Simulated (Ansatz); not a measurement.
# Hf2CO2 MXene monolayer in a perpendicular field

What dipole does a perpendicular field induce in the Hf2CO2 MXene monolayer, and does the gap follow? A positive field points along +c.

Method: plane-wave DFT, PBE-D3(BJ), Ansatz PAW (set soft_1); PAW set soft_1, in Ansatz 0.2.0.

## 1. The structure

The cell holds 5 atoms: 2 O, 2 Hf and 1 C. Its edges and angles: a = 3.289 Å, b = 3.289 Å, c = 40.953 Å, α = 90.0°, β = 90.0°, γ = 120.0°. Vacuum lies along c.

## 2. Relaxing the slab

The starting cell is a guess, so the in-plane lattice and the atoms are relaxed first, with the slab cut off from its images along the normal.

The input, input.yaml:

```yaml
crystal:
  lattice:
    - [3.289, 0.0, 0.0]
    - [-1.6445, 2.848357553, 0.0]
    - [0.0, 0.0, 40.9529467957]
  atoms:
    - { symbol: O, position: [0.3333333333, 0.6666666667, 0.4395288107] }
    - { symbol: Hf, position: [0.6666666667, 0.3333333333, 0.4683111504] }
    - { symbol: C, position: [0.0, 0.0, 0.5] }
    - { symbol: Hf, position: [0.3333333333, 0.6666666667, 0.5316888496] }
    - { symbol: O, position: [0.6666666667, 0.3333333333, 0.5604711893] }
  periodic: [true, true, false]
kpoints:
  mp_grid: { grid: [12, 12, 1] }
hamiltonian:
  xc: pbe
  dispersion: d3bj
  pseudopotentials: { kind: paw, azcp: { folder: soft_1 } }
scf:
  occupations: { method: fermi_dirac, width: 0.05 }
  convergence: { dr2_threshold: 1.0e-09 }
relax:
  f_tol: 0.004
  max_steps: 90
  cell: {}
output:
  write_potential: true
  write_density: true
  volumetric_format: npy
```

The run is started by

```
$ ansatz run input.yaml --threads 2 --pin off --max-ram 3072MiB --backend cpu --events-out ev --progress --plain --runs-dir out
```

Numbers of over 12 decimals in the logs are rounded to 6 here.

Output:

```text
Warning: relax.cell: scf.convergence.dr2_threshold = 1e-9 eV is looser than the 2.23622978781e-10 eV advised for a relaxation that steers and ends on the stress (1e-10 eV for each atom of the cell: 5, times the square of relax.cell.stress_2d_tol = 0.05 N/m over 15.0 Å (the atoms' height at the walk's start and 5 Å past either face), 3.344e-2 GPa, over a crystal's default 0.05). What an SCF threshold leaves in a stress goes as its square root, and in the free energy as the threshold itself, and one threshold admits the most on a small cell: [figures from the program's tests cut] Set scf.convergence.dr2_threshold to 2.23622978781e-10 eV or tighter. [rest of the remark cut]
Engine: ansatz 0.2.0, aarch64-unknown-linux-gnu
Pseudopotentials: kind: paw
Pseudopotential: O, paw, valence charge 6, recommended cutoff 420 eV (normal), soft_1/O.paw.azcp
Pseudopotential: Hf, paw, valence charge 26, recommended cutoff 420 eV (normal), soft_1/Hf.paw.azcp
Pseudopotential: C, paw, valence charge 4, recommended cutoff 420 eV (normal), soft_1/C.paw.azcp
Functional definition: PBE
  parameter kappa = 0.804
  parameter beta = 0.066725
  exchange = pbe_x(kappa = kappa, mu = beta*pi^2/3)
  correlation = pbe_c(beta = beta)
Crystal: 5 atoms, lattice volume = 383.657 Å³
Basis set: ecut = 420 eV, 7625 PW (Γ), exchange–correlation on 48×48×576 points (8 copies of the dense FFT grid, shifted against one another)
Bands: 41, of which v1, the nominal top of the filled ones, is band 34 counted from 1 (33 counted from 0)
Symmetry: 12 space group operations
Space group: P-3m1 (ITA 164), of the structure as read, at distance tolerance 7.3e-5 Å
k-points: 19 of 144
Non-local potential: O, projectors of the file, l = 0: 2, l = 1: 2, l = 2: 1
Non-local potential: Hf, projectors of the file, l = 0: 3, l = 1: 2, l = 2: 2, l = 3: 3
Non-local potential: C, projectors of the file, l = 0: 2, l = 1: 2, l = 2: 1
PAW form: soft (Blöchl's): semilocal exchange-correlation on the pseudo side does not see the compensation charge
PAW one-centre angular grid: O, 110 points (default); XC on 64 Gauss nodes
PAW one-centre angular grid: Hf, 590 points (default); XC on 64 Gauss nodes
PAW one-centre angular grid: C, 110 points (default); XC on 64 Gauss nodes
Initial density: superposition of atomic densities (neutral atoms: chi_scale 0, normalization atom)
Initial wavefunctions: pseudopotential atomic-orbital guess
Functional: x = pbe(κ = 0.804, μ = 0.219515), c = pbe(β = 0.066725)
SCF iter   1: F=—  HF=-32842.509792 eV  |F-HF|=—  |Δ(HF+E_count)|=         —  Δρ=6.89e-2  dr2=2.37e1  ethr=3.10e-3  ⟨swp⟩=11.9  Hψ=4635  notcnv=0  defer=2
preconditioner: auto → Resta (q_TF=auto, 2.045 Å⁻¹)  ε∞=1.8  [insulator: Δε(μ)=2.821 eV  Ē_g=16.954 eV  σ=0.050 eV  W_gap=1.00  n_scr=26 (ndim 8)  ℏωp=15.2 eV  f_vac=0.805  D(μ)=0.00/eV (n_scr^D=0)  ε∞_Penn≈1.8  vacuum switching on, ρ_ref=2.1e-2 e/Å³]
SCF iter   2: F=—  HF=-32838.518720 eV  |F-HF|=—  |Δ(HF+E_count)|=    3.99e0  Δρ=5.56e-2  dr2=1.27e1  ethr=3.10e-3  ⟨swp⟩=5.5  Hψ=2639  notcnv=0  defer=29
preconditioner: auto → LDOS  [insulator: Δε(μ)=0.376 eV  Ē_g=17.445 eV  σ=0.050 eV  W_gap=0.95  n_scr=26 (ndim 8)  ℏωp=15.2 eV  f_vac=0.810  D(μ)=0.09/eV (n_scr^D=2)  ε∞_Penn≈1.8  β→1.0]
SCF iter   3: F=—  HF=-32836.811632 eV  |F-HF|=—  |Δ(HF+E_count)|=    1.71e0  Δρ=1.35e-2  dr2=1.46e0  ethr=3.10e-3  ⟨swp⟩=5.2  Hψ=2171  notcnv=0  defer=27
SCF iter   4: F=—  HF=-32836.579915 eV  |F-HF|=—  |Δ(HF+E_count)|=   2.32e-1  Δρ=4.25e-3  dr2=5.94e-2  ethr=2.15e-3  ⟨swp⟩=3.5  Hψ=1355  notcnv=0  defer=27
SCF iter   5: F=—  HF=-32836.595047 eV  |F-HF|=—  |Δ(HF+E_count)|=   1.51e-2  Δρ=1.98e-3  dr2=2.26e-2  ethr=8.74e-5  ⟨swp⟩=3.9  Hψ=1968  notcnv=0  defer=25
SCF iter   6: F=—  HF=-32836.586207 eV  |F-HF|=—  |Δ(HF+E_count)|=   8.84e-3  Δρ=9.58e-4  dr2=6.48e-3  ethr=3.33e-5  ⟨swp⟩=3.1  Hψ=1936  notcnv=0  defer=25
SCF iter   7: F=—  HF=-32836.585477 eV  |F-HF|=—  |Δ(HF+E_count)|=   7.29e-4  Δρ=3.47e-4  dr2=9.55e-4  ethr=9.53e-6  ⟨swp⟩=3.4  Hψ=1683  notcnv=0  defer=25
SCF iter   8: F=—  HF=-32836.585333 eV  |F-HF|=—  |Δ(HF+E_count)|=   1.44e-4  Δρ=7.44e-5  dr2=3.05e-5  ethr=1.40e-6  ⟨swp⟩=3.7  Hψ=1704  notcnv=0  defer=25
SCF iter   9: F=—  HF=-32836.585395 eV  |F-HF|=—  |Δ(HF+E_count)|=   6.20e-5  Δρ=2.27e-5  dr2=1.32e-6  ethr=4.49e-8  ⟨swp⟩=3.7  Hψ=1977  notcnv=0  defer=25
SCF iter  10: F=—  HF=-32836.585390 eV  |F-HF|=—  |Δ(HF+E_count)|=   5.22e-6  Δρ=5.70e-6  dr2=1.25e-7  ethr=1.94e-9  ⟨swp⟩=3.7  Hψ=2002  notcnv=0  defer=25
SCF iter  11: F=—  HF=-32836.585390 eV  |F-HF|=—  |Δ(HF+E_count)|=   1.42e-7  Δρ=1.27e-6  dr2=3.56e-9  ethr=1.84e-10  ⟨swp⟩=3.6  Hψ=1995  notcnv=0  defer=25
SCF iter  12: F=—  HF=-32836.585390 eV  |F-HF|=—  |Δ(HF+E_count)|=   1.19e-8  Δρ=6.45e-7  dr2=1.22e-9  ethr=1.47e-12  ⟨swp⟩=17.2  Hψ=9876  notcnv=0
SCF iter  13: F=-32836.585390 eV  HF=-32836.585390 eV  |F-HF|=1.02e-10  |Δ(HF+E_count)|=  4.73e-10  Δρ=9.12e-8  dr2=2.20e-11  ethr=1.47e-12  ⟨swp⟩=13.6  Hψ=7613  notcnv=0
SCF 1 converged in 13 iterations: F = -32836.585390 eV  dr2 = 2.20e-11
  greatest PAW one-centre occupation: 0.999 electrons in one spin orbital (limit 2), on the Hf atom at site 3 (counted from 0), in its partial waves of l = 0
relax step   1: F+E_penalty+E_count = -32836.58539034 eV  Δ(F+E_penalty+E_count) = +0.000e0 eV  max|allowed force component| = 4.492e0 eV/Å  Δτ_max = 0.0000 Å  P = -8.091 N/m  Ω = 383.657 Å³  fix = [c, alpha, beta]  reactions: c -0.000 N/m  (13 SCF iters, accepted)
Crystal: 5 atoms, lattice volume = 379.540 Å³
Basis set: ecut = 420 eV, 7553 PW (Γ), exchange–correlation on 48×48×576 points (8 copies of the dense FFT grid, shifted against one another)
Initial density: handed on by an earlier stage of this run
Initial wavefunctions: those handed on with the density
iter 1 solved again at ethr=1.92e-3 eV; its pass at ethr=3.10e-3 eV (dr2=1.30e0 eV) is discarded
SCF iter   1: F=—  HF=-32837.582978 eV  |F-HF|=—  |Δ(HF+E_count)|=         —  Δρ=1.47e-2  dr2=1.31e0  ethr=1.92e-3  ⟨swp⟩=1.8  Hψ=5343  notcnv=0
preconditioner: auto → Resta (q_TF=auto, 2.048 Å⁻¹)  ε∞=1.7  [insulator: Δε(μ)=0.951 eV  Ē_g=17.669 eV  σ=0.050 eV  W_gap=1.00  n_scr=26 (ndim 8)  ℏωp=15.2 eV  f_vac=0.811  D(μ)=0.00/eV (n_scr^D=0)  ε∞_Penn≈1.7  vacuum switching on, ρ_ref=2.3e-2 e/Å³]
SCF iter   2: F=—  HF=-32837.169323 eV  |F-HF|=—  |Δ(HF+E_count)|=   4.14e-1  Δρ=6.02e-3  dr2=1.20e-1  ethr=1.92e-3  ⟨swp⟩=4.6  Hψ=2089  notcnv=0  defer=7
SCF iter   3: F=—  HF=-32837.148726 eV  |F-HF|=—  |Δ(HF+E_count)|=   2.06e-2  Δρ=2.48e-3  dr2=3.29e-2  ethr=1.76e-4  ⟨swp⟩=4.3  Hψ=1890  notcnv=0  defer=21
[...]
SCF 3 converged in 11 iterations: F = -32837.456933 eV  dr2 = 3.70e-10
relax step   3: F+E_penalty+E_count = -32837.45693336 eV  Δ(F+E_penalty+E_count) = -3.116e-1 eV  max|allowed force component| = 2.581e-1 eV/Å  Δτ_max = 0.1429 Å  P = -4.419 N/m  Ω = 389.245 Å³  energy of the carried Pulay correction = -2.090e-3 eV  fix = [c, alpha, beta]  reactions: c -0.000 N/m  (11 SCF iters, accepted)
[...]
relax step   4: F+E_penalty+E_count = -32837.48773500 eV  Δ(F+E_penalty+E_count) = -3.080e-2 eV  max|allowed force component| = 6.892e-1 eV/Å  Δτ_max = 0.1360 Å  P = -0.416 N/m  Ω = 373.596 Å³  energy of the carried Pulay correction = +3.842e-3 eV  fix = [c, alpha, beta]  reactions: c -0.000 N/m  (12 SCF iters, accepted)
[...]
relax step   5: F+E_penalty+E_count = -32837.52618938 eV  Δ(F+E_penalty+E_count) = -3.845e-2 eV  max|allowed force component| = 7.013e-2 eV/Å  Δτ_max = 0.0600 Å  P = -0.076 N/m  Ω = 376.790 Å³  energy of the carried Pulay correction = +2.611e-3 eV  fix = [c, alpha, beta]  reactions: c -0.000 N/m  (10 SCF iters, accepted)
[...]
relax step   6: F+E_penalty+E_count = -32837.52646709 eV  Δ(F+E_penalty+E_count) = -2.777e-4 eV  max|allowed force component| = 1.300e-2 eV/Å  Δτ_max = 0.0075 Å  P = +0.005 N/m  Ω = 377.145 Å³  energy of the carried Pulay correction = +2.475e-3 eV  fix = [c, alpha, beta]  reactions: c +0.000 N/m  (8 SCF iters, accepted)
[...]
relax step   7: F+E_penalty+E_count = -32837.52648771 eV  Δ(F+E_penalty+E_count) = -2.062e-5 eV  max|allowed force component| = 9.518e-4 eV/Å  Δτ_max = 0.0005 Å  P = -0.001 N/m  Ω = 377.110 Å³  energy of the carried Pulay correction = +2.489e-3 eV  fix = [c, alpha, beta]  reactions: c -0.000 N/m  (5 SCF iters, accepted)
[...]
relax step   8: F+E_penalty+E_count = -32837.52433492 eV  Δ(F+E_penalty+E_count) = +2.153e-3 eV  max|allowed force component| = 1.575e-3 eV/Å  Δτ_max = 0.0000 Å  P = -0.052 N/m  Ω = 377.110 Å³  fix = [c, alpha, beta]  reactions: c -0.000 N/m  stress off target by 5.17e-2 N/m on what of the cell is left free  SCF on the basis re-selected at this cell (its energy is not comparable with the rows above)  (6 SCF iters)
[...]
relax step   9: F+E_penalty+E_count = -32837.52438457 eV  Δ(F+E_penalty+E_count) = -4.965e-5 eV  max|allowed force component| = 3.484e-4 eV/Å  Δτ_max = 0.0003 Å  P = +0.007 N/m  Ω = 376.991 Å³  energy of the carried Pulay correction = +4.544e-5 eV  fix = [c, alpha, beta]  reactions: c +0.000 N/m  (5 SCF iters, accepted)
iter 1 solved again at ethr=3.48e-8 eV; its pass at ethr=3.10e-3 eV (dr2=2.37e-5 eV) is discarded
SCF iter   1: F=—  HF=-32837.524299 eV  |F-HF|=—  |Δ(HF+E_count)|=         —  Δρ=1.61e-6  dr2=2.09e-9  ethr=3.48e-8  ⟨swp⟩=8.3  Hψ=9615  notcnv=0
eigensolver tolerance schedule: the retry pair's looser diagonalisation over-reported the residual by 11317.93 of it (diagonalisation noise at 0.15 of the residual, at the tolerance the schedule requests for it); recorded, not acted on — ethr = c·dr2/N_el stays at c = 1.0e-1
preconditioner: auto → Resta (q_TF=auto, 2.051 Å⁻¹)  ε∞=1.8  [insulator: Δε(μ)=0.969 eV  Ē_g=17.520 eV  σ=0.050 eV  W_gap=1.00  n_scr=26 (ndim 8)  ℏωp=15.3 eV  f_vac=0.819  D(μ)=0.00/eV (n_scr^D=0)  ε∞_Penn≈1.8  vacuum switching on, ρ_ref=2.2e-2 e/Å³]
SCF iter   2: F=—  HF=-32837.524312 eV  |F-HF|=—  |Δ(HF+E_count)|=   1.33e-5  Δρ=8.94e-7  dr2=1.69e-9  ethr=3.08e-12  ⟨swp⟩=11.5  Hψ=4399  notcnv=3
SCF iter   3: F=-32837.524312 eV  HF=-32837.524312 eV  |F-HF|=5.89e-10  |Δ(HF+E_count)|=  3.49e-10  Δρ=5.28e-7  dr2=3.25e-10  ethr=1.00e-12  ⟨swp⟩=13.3  Hψ=14566  notcnv=0
SCF 10 converged in 3 iterations: F = -32837.524312 eV  dr2 = 3.25e-10
  Residual-converged pass: ⟨swp⟩=6.6  Hψ=1544  notcnv=0  max |occ|·‖R‖ = 7.8e-9 eV (tolerance 1.0e-8 eV)  dr2=3.25e-10  dr2_onsite=5.92e-11  max |Δocc| = 3.0e-17
relax step  10: F+E_penalty+E_count = -32837.52431244 eV  Δ(F+E_penalty+E_count) = +7.214e-5 eV  max|allowed force component| = 3.433e-4 eV/Å  Δτ_max = 0.0000 Å  P = +0.006 N/m  Ω = 376.991 Å³  fix = [c, alpha, beta]  reactions: c +0.000 N/m  stress off target by 5.96e-3 N/m on what of the cell is left free  SCF on the basis re-selected at this cell (its energy is not comparable with the rows above)  (3 SCF iters)
basis re-selected at this cell: Δ(F+E_penalty+E_count) = +7.214e-5 eV, ΔP = -0.001 N/m vs the last step (what re-selecting the basis moved, of the pressure what is left beyond the Pulay correction that the steps carried, after the strain that the cell walked since its last selection, with what the two solves' SCF thresholds leave and, on support functions, any second-order correction that the steps lacked; it is no m [...]
WARN: The output density's exchange-correlation potential varies sharply where the density is thin. Do not read a vacuum level from v_tot or v_xc, or from such a field of the output density. On a cell that repeats whose density bears no net charge and no dipole along the vacuum's axis use v_es (v_loc + v_h of the components); under efield.dipole_correction with no amplitude use v_es + v_field, which holds any externa [...]
SCF converged after 3 iterations
Free energy (F): -32837.524312 eV
Harris-Foulkes:  -32837.524312 eV  (|F-HF|=5.89e-10)
Internal energy: -32837.524310 eV  (E = F + TS)
E sigma→0 (E₀):  -32837.524311 eV
Entropy (-TS):   -0.000003 eV (-0.001 meV/atom)
Fermi energy:    -4.907678 eV
--- Per-component energies (eV) ---
  E_band       = -1462.466428
  E_kinetic    = 1234.991776
  E_local      = -394888.022844  (includes V_loc(G=0)·N_el)
  E_nonlocal   = 253.308399
  E_hartree    = 196453.922079
  E_xc         = -723.471118
  E_vxc        = -750.615786  (∫ρ·V_xc dr)
  E_paw        = -15824.031284  (= ΣΔE_a)
  E_vpaw       = -219.969511  (= ΣTr[D̂ρ^β])
  E_aug_tail   = 0.001603  (compensation charges beyond the density's cutoff)
  E_ewald      = 180656.704523
  E_disp       = -0.927444  (pairwise vdW)
  E_smearing   = -0.000003  (= −TS)
  E_closure    = -0.000000  (closes the sum)
  Σ components = -32837.524312   (vs F -32837.524312, Δ=0.00e0)
--- Forces (eV/Å), atoms counted from 1 ---
  atom   1  O      0.00000000    -0.00000000    -0.00034332
  atom   2  Hf     0.00000000    -0.00000000     0.00015431
  atom   3  C      0.00000000     0.00000000     0.00000000
  atom   4  Hf     0.00000000     0.00000000    -0.00015431
  atom   5  O      0.00000000     0.00000000     0.00034332
  max |Σ_I F_I| component: 3.70e-17 eV/Å
--- 2D stress c σ (N/m, compression-positive) ---
        0.005961       0.000000       0.000000
        0.000000       0.005961       0.000000
        0.000000       0.000000       0.000000
  P = ½ c Tr σ = 0.0060 N/m
--- Band table (eV; the first three rows and the last of 19) ---
  k-point 0: bands = [... 30 lower, -9.6399, -6.7631, -5.3712, -5.3712, -3.1059, -3.1059, -2.7650, -1.4350, ... 3 higher]
  k-point 1: bands = [... 30 lower, -9.5120, -6.6072, -5.9643, -5.6264, -3.1768, -2.7880, -2.6175, -1.3799, ... 3 higher]
  k-point 2: bands = [... 30 lower, -9.2728, -7.0701, -6.3971, -6.0787, -3.5623, -2.2123, -2.1966, -1.3375, ... 3 higher]
  k-point 18: bands = [... 30 lower, -9.2514, -7.8611, -7.8179, -7.8179, -2.7676, -1.7645, -1.7645, -0.8420, ... 3 higher]
  the weakly bound empty levels are not read free of the cell's end (no_gap_told)
--- Relaxed structure (8 steps of the walk, 8 accepted, 2 SCFs on fresh bases) ---
  F+E_penalty+E_count = -32837.52431244 eV   max|allowed force component| = 3.433e-4 eV/Å   (the final SCF, on the basis selected at the relaxed cell)
  cell:  # Å, volume = 376.9915 Å³
    - [3.260302, 0, 0]
    - [-1.630151, 2.823505, 0]
    - [0, 0, 40.9529467957]
  atoms:
    - { symbol: O, position: [0.333333, 0.666667, 0.443460] }
    - { symbol: Hf, position: [0.666667, 0.333333, 0.466394] }
    - { symbol: C, position: [0, 0, 0.500000] }
    - { symbol: Hf, position: [0.333333, 0.666667, 0.533606] }
    - { symbol: O, position: [0.666667, 0.333333, 0.556540] }
```

It took 1.9 min on 2 threads of Arm Neoverse V2, shared host; peak memory 0.73 GiB; 3.7 min of CPU time.

Step by step:

```csv
step,energy less that of the first step (eV),largest force component (eV/Å),volume (Å³)
1,0.0000,4.4922,383.66
2,-0.5599,3.3159,379.54
3,-0.8715,0.2581,389.24
4,-0.9023,0.6892,373.60
5,-0.9408,0.0701,376.79
6,-0.9411,0.0130,377.14
7,-0.9411,0.0010,377.11
8*,-0.9389,0.0016,377.11
9,-0.9390,0.0003,376.99
10*,-0.9389,0.0003,376.99
```

Relaxation steps marked * repeat the geometry before them on a plane-wave basis chosen anew for their cell, so energy and pressure can jump there.

Forces are held to the 12 operations that the run works with; a distortion that breaks them can't arise in this run.

```csv
cell as run,before,after,change
a (Å),3.289,3.260,-0.9 %
b (Å),3.289,3.260,-0.9 %
```

The atoms that moved most (Å, along periodic axes as changes of fractional coordinates times the final cell, across vacuum about the mean position):

```csv
atom,dx,dy,dz,length
O5,0.000,0.000,-0.161,0.161
O1,0.000,0.000,0.161,0.161
Hf4,0.000,0.000,0.079,0.079
Hf2,0.000,0.000,-0.079,0.079
```

The relaxed structure:

```cif
data_structure
_symmetry_space_group_name_H-M 'P 1'
_symmetry_Int_Tables_number 1
_cell_length_a 3.2603
_cell_length_b 3.2603
_cell_length_c 40.9529
_cell_angle_alpha 90.000
_cell_angle_beta 90.000
_cell_angle_gamma 120.000
_cell_volume 376.99
loop_
_atom_site_label
_atom_site_type_symbol
_atom_site_fract_x
_atom_site_fract_y
_atom_site_fract_z
_atom_site_occupancy
O1 O 0.33333 0.66667 0.44346 1
Hf2 Hf 0.66667 0.33333 0.46639 1
C3 C 0.00000 0.00000 0.50000 1
Hf4 Hf 0.33333 0.66667 0.53361 1
O5 O 0.66667 0.33333 0.55654 1
```

The lattice constant a goes from 3.289 to 3.260 Å.

(Part 1 of 2 ends here.)

[Logs are printed without paths, hosts, clocks, repeated set-up lines and the standing remarks that a program may print on its own settings, such as how far it seeks lower states.]

[Hosts, paths, dates, database ids (printed as entryN), source tags and the programs' standing remarks are cut or masked in the printed files.]

[Maps of the electrostatic potential energy from Ansatz leave out the sawtooth potential of an applied field or a dipole correction, so their vacuum need not be flat; planar profiles and work functions include it.]
